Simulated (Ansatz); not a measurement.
# Straining CoSi2

Level of theory: DFT PBE, scalar-relativistic, plane waves, PAW (Ansatz 0.2.0). Settings: 420 eV cutoff, 10×10×8 k-mesh, Gaussian smearing of 0.10 eV, no spin polarisation.

The relaxed crystal:

```xyz
6
Lattice="2.6799 2.6799 0.0000 -2.6799 2.6799 0.0000 0.0000 0.0000 5.3599" Properties=species:S:1:pos:R:3 pbc="T T T"
Co    0.0000    0.0000    0.0000
Co    0.0000    2.6799    2.6799
Si   -1.3400    1.3400    4.0199
Si    1.3400    1.3400    4.0199
Si    1.3400    1.3400    1.3400
Si   -1.3400    1.3400    1.3400
```

Deformation: biaxial strain in the a-b plane, with the length and tilt of c and the atoms relaxed, all within the symmetry that the strain leaves. Energies are extrapolated to zero smearing. On this cell's mesh the reference holds a stress of up to 0.16 GPa.

| strain (%) | ΔE (meV/atom) | a (Å) | b (Å) | c (Å) |
| --- | --- | --- | --- | --- |
| -4.5 | 34.3 | 3.619 | 3.619 | 5.705 |
| -3.0 | 15.1 | 3.676 | 3.676 | 5.578 |
| -1.5 | 3.5 | 3.733 | 3.733 | 5.464 |
| +0.0 | 0.0 | 3.790 | 3.790 | 5.360 |
| +1.5 | 4.3 | 3.847 | 3.847 | 5.269 |
| +3.0 | 15.8 | 3.904 | 3.904 | 5.187 |
| +4.5 | 34.3 | 3.961 | 3.961 | 5.117 |

Problem. What stiffness (1/V) d²E/dε² at zero strain does a cubic fit over all points give?

Solution. A cubic fit gives (1/V) d²E/dε² = 423 GPa at zero strain (twice the biaxial modulus).

Problem. How does the free axis c answer a small strain?

Solution. Between the innermost points its strain is -1.21 times the applied one.